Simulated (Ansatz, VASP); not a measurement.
# TiC in two plane-wave programs

Aim: how closely do two programs agree when they are given the same cell, functional and k mesh? The cell is taken from a series of runs on this material, whose earlier steps may have relaxed, scaled, displaced or heated it; both programs get it as it stands.

Calculated with Ansatz 0.2.0; plane waves, with VASP 6.6.1 beside it; zone-centre phonons at PBE.

### Step 1. Set-up

The cell holds 4 atoms: 2 C and 2 Ti. Its edges and angles: a = 2.993 Å, b = 2.993 Å, c = 28.130 Å, α = 90.0°, β = 90.0°, γ = 90.0°. It derives from TiC. Vacuum lies along c.

### Step 2. Ansatz: zone-centre phonons, PBE

Ansatz runs on its PAW soft_1 files.

Second derivatives magnify differences that forces hide, and they need a tight electronic threshold.

Input file input.yaml:

```yaml
crystal:
  lattice:
    - [2.1161931742, 2.1161931742, 0.0]
    - [-2.1161931742, 2.1161931742, 0.0]
    - [0.0, 0.0, 28.12997146]
  atoms:
    - { symbol: C, position: [0.5, 0.5, 0.2299532549] }
    - { symbol: C, position: [0.0, 0.0, 0.3091514513] }
    - { symbol: Ti, position: [0.0, 0.0, 0.23285639] }
    - { symbol: Ti, position: [0.5, 0.5, 0.3062483162] }
  periodic: [true, true, false]
kpoints:
  mp_grid: { grid: [16, 16, 1] }
hamiltonian:
  xc: pbe
  pseudopotentials: { kind: paw, azcp: { folder: soft_1 } }
scf:
  occupations: { method: methfessel_paxton, width: 0.2 }
output:
  eigenvalues: true
phonons:
  method: dfpt
```

Command:

```console
$ ansatz run input.yaml --threads 4 --pin off --max-ram 16384MiB --backend cpu --events-out ev --progress --plain --runs-dir out
```

Numbers of over 12 decimals in the logs are rounded to 6 here.

Log:

```text
Warning: crystal.symmetry: narrowed to the stabiliser of the run's FFT grids — unitary ops 16 → 8. A phonons.method: dfpt run fills in the rows of the dynamical matrix that it does not solve by its symmetry operations, which is exact only for operations that map its FFT grids onto themselves: filled in by any other, the frequencies could depend on the order in which like atoms are typed, or, by more than the grids' own error, on where the crystal sits among the grids' points. Excluded: 8 operations. The run can therefore solve more perturbations, solve them on more k-points, or both, and cost more. [rest of the remark cut]
Engine: ansatz 0.2.0, aarch64-unknown-linux-gnu
Pseudopotentials: kind: paw
Pseudopotential: C, paw, valence charge 4, recommended cutoff 420 eV (normal), soft_1/C.paw.azcp
Pseudopotential: Ti, paw, valence charge 12, recommended cutoff 420 eV (normal), soft_1/Ti.paw.azcp
Functional definition: PBE
  parameter kappa = 0.804
  parameter beta = 0.066725
  exchange = pbe_x(kappa = kappa, mu = beta*pi^2/3)
  correlation = pbe_c(beta = beta)
Crystal: 4 atoms, lattice volume = 251.947 Å³
Basis set: ecut = 420 eV, 4775 PW (Γ), exchange–correlation on 48×48×384 points (8 copies of the dense FFT grid, shifted against one another)
Bands: 20, of which v1, the nominal top of the filled ones, is band 16 counted from 1 (15 counted from 0)
Symmetry: 16 space group operations
k-points: 73 of 256 (irreducible under 2 space group operations, time reversal used)
Non-local potential: C, projectors of the file, l = 0: 2, l = 1: 2, l = 2: 1
Non-local potential: Ti, projectors of the file, l = 0: 3, l = 1: 2, l = 2: 3, l = 3: 1
PAW form: soft (Blöchl's): semilocal exchange-correlation on the pseudo side does not see the compensation charge
PAW one-centre angular grid: C, 110 points (default); XC on 64 Gauss nodes
PAW one-centre angular grid: Ti, 590 points (default); XC on 64 Gauss nodes
Initial density: superposition of atomic densities (neutral atoms: chi_scale 0, normalization atom)
Initial wavefunctions: pseudopotential atomic-orbital guess
Functional: x = pbe(κ = 0.804, μ = 0.219515), c = pbe(β = 0.066725)
SCF iter   1: F=—  HF=-5509.387080 eV  |F-HF|=—  |Δ(HF+E_count)|=         —  Δρ=8.46e-2  dr2=2.83e1  ethr=3.10e-3  ⟨swp⟩=8.9  Hψ=10868  notcnv=0
preconditioner: auto → LDOS  [insulator: Δε(μ)=0.232 eV  Ē_g=8.218 eV  σ=0.200 eV  W_gap=0.61  n_scr=16 (ndim 8)  ℏωp=9.4 eV  f_vac=0.742  D(μ)=0.08/eV (n_scr^D=2)  ε∞_Penn≈2.3  β→1.0]
SCF iter   2: F=—  HF=-5549.573153 eV  |F-HF|=—  |Δ(HF+E_count)|=    4.02e1  S|Δr|=    0.00e0  Δρ=2.75e-1  dr2=2.43e2  ethr=3.10e-3  ⟨swp⟩=7.9  Hψ=16074  notcnv=0  recentre
automatic band count: the SCF goes on with 24 bands, as 20 were too few: they end inside the smearing window of the response
SCF iter   3: F=—  HF=-5503.073392 eV  |F-HF|=—  |Δ(HF+E_count)|=    4.65e1  S|Δr|=    0.00e0  Δρ=1.86e-2  dr2=1.55e0  ethr=3.10e-3  ⟨swp⟩=7.7  Hψ=10044  notcnv=0  defer=82
SCF iter   4: F=—  HF=-5502.608681 eV  |F-HF|=—  |Δ(HF+E_count)|=   4.65e-1  S|Δr|=    0.00e0  Δρ=9.46e-3  dr2=2.37e-1  ethr=3.10e-3  ⟨swp⟩=4.3  Hψ=4332  notcnv=0  defer=130
SCF iter   5: F=—  HF=-5502.572171 eV  |F-HF|=—  |Δ(HF+E_count)|=   3.65e-2  S|Δr|=    0.00e0  Δρ=4.14e-3  dr2=4.45e-2  ethr=7.42e-4  ⟨swp⟩=3.5  Hψ=4365  notcnv=0  defer=120
SCF iter   6: F=—  HF=-5502.561994 eV  |F-HF|=—  |Δ(HF+E_count)|=   1.02e-2  S|Δr|=    0.00e0  Δρ=1.46e-3  dr2=4.30e-3  ethr=1.39e-4  ⟨swp⟩=3.5  Hψ=3316  notcnv=0  defer=120
SCF iter   7: F=—  HF=-5502.561298 eV  |F-HF|=—  |Δ(HF+E_count)|=   6.96e-4  S|Δr|=    0.00e0  Δρ=1.71e-4  dr2=9.95e-5  ethr=1.34e-5  ⟨swp⟩=3.2  Hψ=3284  notcnv=0  defer=120
SCF iter   8: F=—  HF=-5502.561300 eV  |F-HF|=—  |Δ(HF+E_count)|=   1.91e-6  S|Δr|=    0.00e0  Δρ=4.70e-5  dr2=9.28e-6  ethr=3.11e-7  ⟨swp⟩=3.9  Hψ=3672  notcnv=0  defer=120
SCF iter   9: F=—  HF=-5502.561298 eV  |F-HF|=—  |Δ(HF+E_count)|=   1.77e-6  S|Δr|=    0.00e0  Δρ=1.81e-5  dr2=6.58e-7  ethr=2.90e-8  ⟨swp⟩=3.2  Hψ=3082  notcnv=0  defer=120
SCF iter  10: F=—  HF=-5502.561392 eV  |F-HF|=—  |Δ(HF+E_count)|=   9.40e-5  S|Δr|=    0.00e0  Δρ=2.33e-6  dr2=1.10e-8  ethr=2.06e-9  ⟨swp⟩=3.0  Hψ=3442  notcnv=0  defer=120
SCF iter  11: F=—  HF=-5502.561392 eV  |F-HF|=—  |Δ(HF+E_count)|=   4.97e-9  S|Δr|=    0.00e0  Δρ=5.66e-7  dr2=9.98e-10  ethr=3.44e-11  ⟨swp⟩=4.2  Hψ=4115  notcnv=0  defer=120
SCF iter  12: F=—  HF=-5502.561392 eV  |F-HF|=—  |Δ(HF+E_count)|=  3.27e-10  S|Δr|=    0.00e0  Δρ=1.15e-7  dr2=3.46e-11  ethr=3.12e-12  ⟨swp⟩=3.1  Hψ=2933  notcnv=0  defer=120
SCF iter  13: F=-5502.561392 eV  HF=-5502.561392 eV  |F-HF|=8.19e-12  |Δ(HF+E_count)|=  1.25e-10  S|Δr|=    0.00e0  Δρ=2.36e-8  dr2=8.24e-13  ethr=1.00e-12  ⟨swp⟩=24.8  Hψ=17410  notcnv=0
SCF 1 converged in 13 iterations: F = -5502.561392 eV  dr2 = 8.24e-13
  greatest PAW one-centre occupation: 0.999 electrons in one spin orbital (limit 2), on the Ti atom at site 3 (counted from 0), in its partial waves of l = 0
DFPT response loops at Γ: preconditioner auto → none (partly filled bands, converged f_vac=0.774); β = 0.50; Broyden in place of MSR1
SCF converged after 13 iterations
Stability not checked: this state was not tested for a lower state beside it, because cold or Methfessel-Paxton smearing, or corrected tetrahedra, fill the levels in a way that the test cannot read (fill_not_monotonic; see scf.lower_state_search)
Free energy (F): -5502.561392 eV
Harris-Foulkes:  -5502.561392 eV  (|F-HF|=8.19e-12)
Internal energy: -5502.559544 eV  (E = F + TS)
E sigma→0 (E₀):  -5502.560930 eV
Entropy (-TS):   -0.001848 eV (-0.462 meV/atom)
Fermi energy:    -3.846886 eV
--- Per-component energies (eV) ---
  E_band       = -809.995489
  E_kinetic    = 730.576227
  E_local      = -60970.605925  (includes V_loc(G=0)·N_el)
  E_nonlocal   = 167.114590
  E_hartree    = 30015.320240
  E_xc         = -327.268514
  E_vxc        = -408.081773  (∫ρ·V_xc dr)
  E_paw        = -2282.130025  (= ΣΔE_a)
  E_vpaw       = -359.639013  (= ΣTr[D̂ρ^β])
  E_aug_tail   = -0.000133  (compensation charges beyond the density's cutoff)
  E_ewald      = 27164.433996
  E_smearing   = -0.001848  (= −TS)
  E_closure    = 0.000000  (closes the sum)
  Σ components = -5502.561392   (vs F -5502.561392, Δ=0.00e0)
--- Band table (eV; the first three rows and the last of 73) ---
  k-point 0: bands = [... 12 lower, -5.0563, -3.7062, -3.5119, -3.5119, -3.0162, -2.8339, -2.8339, -1.8368 (-1.8368°), ... 4 higher]
  k-point 1: bands = [... 12 lower, -5.2130, -3.9632, -3.7319, -3.3833, -3.2826, -3.0495, -2.5875, -2.0258, ... 4 higher]
  k-point 2: bands = [... 12 lower, -5.5428, -4.5358, -4.2515, -4.0035, -3.0739, -2.9484, -2.2131, -2.1237, ... 4 higher]
  k-point 72: bands = [... 12 lower, -5.2401, -5.2401, -4.4636, -4.4636, -4.0541, -4.0541, -0.6459, -0.6459, ... 4 higher]
  ° read free of the cell's end (the report's vacuum.weakly_bound_levels)
--- Phonons (Γ-DFPT): 8 representative perturbations + reference, on 73 of 256 k-points (Σ response iterations 40) ---
  ASR residual: 4.003e-5 → 0.000e0 eV/Å²; symmetrization residual: 9.037e-6 eV/Å²
  The last average, over the group as it would stand without the narrowing to the FFT grids, took up to 4.941e-7 eV/Å² of the zone centre's force constants
  ASR residual per site (eV/Å²): 8.05e-6 7.42e-6 3.93e-5 4.00e-5
  Γ frequencies (cm⁻¹): 0.00 0.00 0.00 220.10 220.10 317.36 461.44 461.44 478.83 478.83 479.46 570.57
  non-analytic LO–TO correction: not included (Born effective charges unavailable; polar crystals: no LO–TO splitting at Γ)
```

The column dr2 measures how far the density is from self-consistency, as an energy; F and HF (Harris–Foulkes) agree once it is small.

(Continued in part 2 of 3.)

[Lines on the potential files, build, host, timing and source positions are cut from VASP's logs without a mark.]

[Logs are printed without paths, hosts, clocks, repeated set-up lines and the standing remarks that a program may print on its own settings, such as how far it seeks lower states.]

[Hosts, paths, dates, database ids (printed as entryN), source tags and the programs' standing remarks are cut or masked in the printed files.]
